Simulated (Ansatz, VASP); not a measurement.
**Se: VASP beside Ansatz**

```xyz
1
Lattice="2.8414 0.0000 0.0000 0.0000 2.8414 0.0000 0.0000 0.0000 2.8108" Properties=species:S:1:pos:R:3 pbc="T T T"
Se    1.4207    1.4207    0.0000
```

Alike in both runs: functional PBE; k mesh 18 × 18 × 20; occupations gaussian, width 0.1 eV; no spin polarisation.

Ansatz relaxed the structure, and its values are those at the end. VASP's run is a single point on that final structure, the one shown.

|  | VASP | Ansatz |
| --- | --- | --- |
| version | VASP 6.6.1 | Ansatz 0.2.0 |
| potentials or method | VASP PAW PBE potentials, release 64 (Se) | scalar-relativistic, plane waves, PAW |
| plane-wave cutoff (eV) | 520 | 420 |
| valence electrons in the cell | 6 | 16 |

```tsv
	VASP	Ansatz	Ansatz less VASP
gap on the k mesh at the Fermi level (eV)	none	none	-
pressure (GPa)	0.0	0.0	-0.02
```

A gap of «none» marks a metal or a gap that the smearing closes. With one functional, cell and mesh, what is left measures potentials, basis and numerics. The two sets of potentials don't hold the same shells in valence.
